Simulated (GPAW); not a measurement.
# Si (P-1) in GPAW: convergence with plane-wave cutoff (eV)

Aim: find how far plane-wave cutoff (eV) must go before the results for Si settle, at PBE. This setting moves, with any that are tied to it; all else stays.

All numbers are computed with GPAW 26.7.0; they aren't measurements. Logs are shortened: lines on timing, memory, paths and dates and some standing lists are left out, and cuts for length are marked. The log counts tension as positive stress, the text compression.

## 1. The crystal as given

The typed cell holds 1 atom: a = 2.622 Å, b = 2.745 Å, c = 2.618 Å, α = 102.53°, β = 99.83°, γ = 125.45°.

This isn't the form of Si at room conditions, which is diamond.

## 2. With plane-wave cutoff (eV) 200

run.py reads:

```python
from ase.dft.bandgap import bandgap
from ase.io import read, write
from ase.units import GPa
from gpaw import GPAW, PW

atoms = read('POSCAR')

calc = GPAW(mode=PW(200),
            xc='PBE',
            kpts={'size': (8, 8, 7), 'gamma': True},
            occupations={'name': 'fermi-dirac', 'width': 0.05},
            nbands=8,
            convergence={'density': 1e-05, 'energy': 1e-05},
            maxiter=100,
            txt='gpaw.txt')
atoms.calc = calc
energy = atoms.get_potential_energy()
forces = atoms.get_forces()
stress = atoms.get_stress()
calc.write('gs.gpw')
write('result.traj', atoms)
print(f'Energy: {energy:.6f} eV')
print('Forces (eV/A):')
print(forces.round(4))
print('Stress (GPa):', (stress / GPa).round(3))
print('Fermi level:', round(calc.get_fermi_level(), 4), 'eV')
print(f'Gap: {bandgap(calc)[0]:.4f} eV, direct: {bandgap(calc, direct=True)[0]:.4f} eV')
```

POSCAR reads:

```
Si
1.0
   -1.6322467100      1.6887678500      1.1666669100
    1.7308028500     -1.6932995100      1.2936920400
    1.6246017100      1.6856545100     -1.1722508300
Si
1
Direct
    0.0000000000      0.0000000000      0.0000000000
```

Potentials or basis: GPAW PAW data sets (gpaw-data 1.2.1), pw.

On the command line:

```bash
> OMP_NUM_THREADS=1 python run.py
```

Run time: 13 s. Hardware: 1 thread of Arm Neoverse N1, shared host; peak memory 0.12 GiB.

Results:

| Property | Result |
| --- | --- |
| Free energy | -4.8932 eV |
| Pressure | 6.9 GPa |
| Band gap on the k mesh | none (metal or under the smearing width) |

## 3. With plane-wave cutoff (eV) 250

Changes to run.py since step 2:

```diff
@@ -7,3 +7,3 @@
 
-calc = GPAW(mode=PW(200),
+calc = GPAW(mode=PW(250),
             xc='PBE',
```

POSCAR is that of step 2.

Potentials or basis: GPAW PAW data sets (gpaw-data 1.2.1), pw.

On the command line:

```bash
> OMP_NUM_THREADS=1 python run.py
```

Wall time 15 s (1 thread of Arm Neoverse N1, shared host); peak memory 0.12 GiB.

Results:

| Item | Value |
| --- | --- |
| Free energy | -4.8959 eV |
| Pressure | 6.9 GPa |
| Band gap on the k mesh | none (metal or under the smearing width) |

## 4. With plane-wave cutoff (eV) 300

Changes to run.py since step 3:

```diff
@@ -7,3 +7,3 @@
 
-calc = GPAW(mode=PW(250),
+calc = GPAW(mode=PW(300),
             xc='PBE',
```

POSCAR is that of step 3.

On the command line:

```bash
> OMP_NUM_THREADS=1 python run.py
```

Run time: 15 s. Hardware: 1 thread of Arm Neoverse N1, shared host; peak memory 0.12 GiB.

What came out:

```
Free energy            : -4.8971 eV
Pressure               : 7.0 GPa
Band gap on the k mesh : none (metal or under the smearing width)
```

## 5. With plane-wave cutoff (eV) 350

Changes to run.py since step 4:

```diff
@@ -7,3 +7,3 @@
 
-calc = GPAW(mode=PW(300),
+calc = GPAW(mode=PW(350),
             xc='PBE',
```

POSCAR is that of step 4.

On the command line:

```bash
> OMP_NUM_THREADS=1 python run.py
```

Wall time 16 s (1 thread of Arm Neoverse N1, shared host); peak memory 0.13 GiB.

Results:

```
Free energy            : -4.8977 eV
Pressure               : 7.0 GPa
Band gap on the k mesh : none (metal or under the smearing width)
```

## 6. With plane-wave cutoff (eV) 400

Changes to run.py since step 5:

```diff
@@ -7,3 +7,3 @@
 
-calc = GPAW(mode=PW(350),
+calc = GPAW(mode=PW(400),
             xc='PBE',
```

POSCAR is that of step 5.

Potentials or basis: GPAW PAW data sets (gpaw-data 1.2.1), pw.

On the command line:

```bash
> OMP_NUM_THREADS=1 python run.py
```

It took 21 s on 1 thread of Arm Neoverse N1, shared host; peak memory 0.13 GiB.

What came out:

* Free energy: -4.8981 eV
* Pressure: 7.0 GPa
* Band gap on the k mesh: none (metal or under the smearing width)

## 7. With plane-wave cutoff (eV) 500

Changes to run.py since step 6:

```diff
@@ -7,3 +7,3 @@
 
-calc = GPAW(mode=PW(400),
+calc = GPAW(mode=PW(500),
             xc='PBE',
```

POSCAR is that of step 6.

On the command line:

```bash
> OMP_NUM_THREADS=1 python run.py
```

Run time: 22 s. Hardware: 1 thread of Arm Neoverse N1, shared host; peak memory 0.14 GiB.

The run converged. Its results:

```yaml
Free_energy: -4.8985 eV
Pressure: 7.0 GPa
Band_gap_on_the_k_mesh: none (metal or under the smearing width)
```

## 8. With plane-wave cutoff (eV) 600

Changes to run.py since step 7:

```diff
@@ -7,3 +7,3 @@
 
-calc = GPAW(mode=PW(500),
+calc = GPAW(mode=PW(600),
             xc='PBE',
```

POSCAR is that of step 7.

On the command line:

```bash
> OMP_NUM_THREADS=1 python run.py
```

It took 24 s on 1 thread of Arm Neoverse N1, shared host; peak memory 0.14 GiB.

Results (log left out):

- Free energy: -4.8988 eV
- Pressure: 7.0 GPa
- Band gap on the k mesh: none (metal or under the smearing width)

## 9. With plane-wave cutoff (eV) 800

Changes to run.py since step 8:

```diff
@@ -7,3 +7,3 @@
 
-calc = GPAW(mode=PW(600),
+calc = GPAW(mode=PW(800),
             xc='PBE',
```

POSCAR is that of step 8.

Potentials or basis: GPAW PAW data sets (gpaw-data 1.2.1), pw.

On the command line:

```bash
> OMP_NUM_THREADS=1 python run.py
```

It took 42 s on 1 thread of Arm Neoverse N1, shared host; peak memory 0.17 GiB.

Results (log left out):

```yaml
Free_energy: -4.8990 eV
Pressure: 7.0 GPa
Band_gap_on_the_k_mesh: none (metal or under the smearing width)
```

## 10. With plane-wave cutoff (eV) 1000

Changes to run.py since step 9:

```diff
@@ -7,3 +7,3 @@
 
-calc = GPAW(mode=PW(800),
+calc = GPAW(mode=PW(1000),
             xc='PBE',
```

POSCAR is that of step 9.

Potentials or basis: GPAW PAW data sets (gpaw-data 1.2.1), pw.

On the command line:

```bash
> OMP_NUM_THREADS=1 python run.py
```

gpaw.txt:

```text
__  _  _
 | _ |_)|_||  |
 |__||  | ||/\| - 26.7.0

Input parameters:
  mode=PW(ecut=1000.0),
  convergence={'density': 1e-05, 'energy': 1e-05},
  kpts=MonkhorstPack(size=(8, 8, 7), gamma=True),
  maxiter=100,
  nbands=8,
  occupations=Occupations(name='fermi-dirac', width=0.05),
  xc=XC(name='PBE')

Diagonalizing LCAO Hamiltonian
Converting LCAO to pw mode

       Si

Atoms  # Å, Bohr magnetons
|   | symbol |        x |        y |        z |    initial magnetic moments |
|---|--------|----------|----------|----------|-----------------------------|
| 0 |     Si | 0.000000 | 0.000000 | 0.000000 | ( 0.0000,  0.0000,  0.0000) |

Unit cell  # Å
| periodic |         x |         y |         z |  lengths |     angles |
|----------|-----------|-----------|-----------|----------|------------|
|      yes | -1.632247 |  1.688768 |  1.166667 | 2.622456 | 102.526825 |
|      yes |  1.730803 | -1.693300 |  1.293692 | 2.745283 |  99.834070 |
|      yes |  1.624602 |  1.685655 | -1.172251 | 2.618193 | 125.447958 |

Number of symmetries: 2
Symmetry operations  # r_c * U_cc + t_c -> r_c
|   | kind |            matrix            |
|---|------|------------------------------|
| 0 |  E   |  1, 0, 0,  0, 1, 0,  0, 0, 1 |
| 1 |  i   | -1, 0, 0,  0,-1, 0,  0, 0,-1 |

BZ-sampling:
  Number of BZ points: 448
  Number of IBZ points: 226

  Monkhorst-Pack size: [8, 8, 7]
  Monkhorst-Pack shift: [0.0625, 0.0625, 0.0]

K-points  # in reciprocal-cell coordinates
|     |                                coordinates |     weight |
|-----|--------------------------------------------|------------|
|   0 | (  0.00000000,   0.00000000,   0.00000000) | 0.00223214 |
|   1 | (  0.00000000,   0.00000000,   0.14285714) | 0.00446429 |
|   2 | (  0.00000000,   0.00000000,   0.28571429) | 0.00446429 |
|   3 | (  0.00000000,   0.00000000,   0.42857143) | 0.00446429 |
|   4 | (  0.00000000,   0.12500000,  -0.42857143) | 0.00446429 |
|   5 | (  0.00000000,   0.12500000,  -0.28571429) | 0.00446429 |
|   6 | (  0.00000000,   0.12500000,  -0.14285714) | 0.00446429 |
|   7 | (  0.00000000,   0.12500000,   0.00000000) | 0.00446429 |
|   8 | (  0.00000000,   0.12500000,   0.14285714) | 0.00446429 |
|   9 | (  0.00000000,   0.12500000,   0.28571429) | 0.00446429 |
| ... |                                            |            |
| 225 | (  0.50000000,   0.50000000,   0.42857143) | 0.00446429 |

Plane wave coefficients: 1013
Cutoff: 1000.0 eV

Spin-components: 1 (collinear spins)
Bands:           8
Projectors:      5
Spin-degeneracy: 2
Datatype:        complex128

Parallelization:
  kpt:    1
  domain: 1
  band:   1

Density:
  Valence electrons: 4.0
  Components: 1
  Grid points: [20 21 20]
  Charge: 0.0  # |e|

Potential:
  Grid points: [20 21 20]

species:
  Si:
    name:    Silicon
    Z:       14.0
    valence: 4
    core:    10
    charge:  0.0  # [|e|]
    compensation charges:
      type: gauss
      rc: 0.33  # [Å]
      lmax: 2
    cutoffs:
      filter: 1.86  # [Å]
      core: 2.06  # [Å]
    projectors
    | kind |    occ | energy [eV] | rcut [Å] |
    |------|--------|-------------|----------|
    |   3s |  2.000 |     -10.812 |    1.058 |
    |   3p |  2.000 |      -4.081 |    1.058 |
    |    s |        |      16.399 |    1.058 |
    |    p |        |      23.130 |    1.058 |
    |    d |        |       0.000 |    1.058 |

    Using partial waves for Si as LCAO basis

Reference energy: -7886.344250  # eV

eigensolver:
  PPCG
  Converge bands: occupied
  niter=2

density mixing:
  MSR1-Mixer
  Pratt-step length: 0.05
  Maximum mixing coefficient: 0.75
  Old densities: 10
  SVD Regularization: 0.005
  Good broyden scale: 1.0
  Trust region scale: 1.0
  Backstep threshold: 4.0
  History deletion threshold: 6.0
  Fourier metric: weight=20.0, sigma=0.015

occupation numbers:
  Fermi-Dirac:
    width: 0.0500  # eV

poisson solver:
  ecut: 8000.0  # eV

xc functional:
  name: PBE with 2 nearest neighbor stencil

convergence criteria:
- Maximum integral of absolute [dens]ity change: 1e-05 electrons / valence electron
- Maximum [total energy] change in last 3 cyles: 1e-05 eV / valence electron
- Maximum integral of absolute [eigenst]ate change: 4e-08 eV^2 / valence electron
maximum number of iterations: 100

SCF iterations
|iter     | |      energy | eigst |  dens |
|---------|-|-------------|-------|-------|
|iter:   1| |   -4.890516 | +0.09 |       |
|iter:   2| |   -4.892177 | -3.04 | -1.14 |
|iter:   3| |   -4.896815 | -3.39 | -1.16 |
|iter:   4| |   -4.897543 | -4.11 | -1.69 |
|iter:   5| |   -4.897548 | -6.15 | -2.74 |
|iter:   6| |   -4.897549c| -7.49c| -3.36 |
|iter:   7| |   -4.897549c| -7.91c| -4.15 |
|iter:   8| |   -4.897549c| -9.78c| -5.33c|

Converged in 8 steps
Energy contributions relative to reference atoms: (reference = -7886.344250)

Energy contributions:
  Kinetic:           6.045736
  Coulomb:          -3.872638
  Zero:             -0.025481
  External:          0.000000
  Xc:               -7.043644
  Entropy:          -0.003043
  Spinorbit:         0.000000
  ----------------------------
  Free energy:      -4.899071
  Extrapolated:     -4.897549

dipole moment: (-3.758630, -3.666942, -2.809680)  # |e|*Ang

Fermi level: 9.939
Eigenvalues  # (at kpt = [0.000, 0.000, 0.000])
| band index |      eig [eV] | occ [0-2] |
|------------|---------------|-----------|
|          0 |        -4.941 |     2.000 |
|          1 |        18.149 |     0.000 |
|          2 |        18.589 |     0.000 |
|          3 |        18.801 |     0.000 |
|          4 |        21.181 |     0.000 |
|          5 |        25.273 |     0.000 |
|          6 |        26.990 |     0.000 |
|          7 |        27.303 |     0.000 |

No gap
No difference between direct/indirect transitions

Forces  # eV/Ang
|       x |       y |       z |
|---------|---------|---------|
| 0.00000 | 0.00000 | 0.00000 |  # Si   0

Stress tensor  # eV/Ang^3
|         x |         y |         z |
|-----------|-----------|-----------|
| -0.000993 |  0.006080 | -0.017212 |
|  0.006080 | -0.013867 | -0.031273 |
| -0.017212 | -0.031273 | -0.116224 |

# Writing to gs.gpw (mode='')
```

stdout:

```text
Energy: -4.897549 eV
Forces (eV/A):
[[0. 0. 0.]]
Stress (GPa): [ -0.159  -2.222 -18.621  -5.01   -2.758   0.974]
Fermi level: 9.9391 eV
Gap: 0.0000 eV, direct: 0.0000 eV
```

It took 44 s on 1 thread of Arm Neoverse N1, shared host; peak memory 0.19 GiB.

Results:

- Free energy: -4.8991 eV
- Pressure: 7.0 GPa
- Band gap on the k mesh: none (metal or under the smearing width)

## 11. Summary

| plane-wave cutoff (eV) | energy less the tightest run, at zero smearing (meV/atom) | pressure (GPa) | SCF cycles | CPU time (s) | peak memory (GiB) |
| --- | --- | --- | --- | --- | --- |
| 200 | 5.86 | 6.89 | 8 | 13 | 0.12 |
| 250 | 3.17 | 6.94 | 8 | 15 | 0.12 |
| 300 | 1.97 | 6.98 | 8 | 15 | 0.12 |
| 350 | 1.40 | 6.99 | 8 | 16 | 0.13 |
| 400 | 1.01 | 6.99 | 8 | 21 | 0.13 |
| 500 | 0.53 | 6.99 | 8 | 22 | 0.14 |
| 600 | 0.29 | 7.00 | 8 | 24 | 0.14 |
| 800 | 0.07 | 7.00 | 8 | 42 | 0.17 |
| 1000 | 0.00 | 7.00 | 8 | 44 | 0.19 |

Against the tightest run, the energy stays within 1 meV/atom from 500 on; the pressure stays within 0.1 GPa from 250 on. The tightest run that finished is the yardstick and may itself not be fully converged.

Caveats: all runs use coarse meshes.
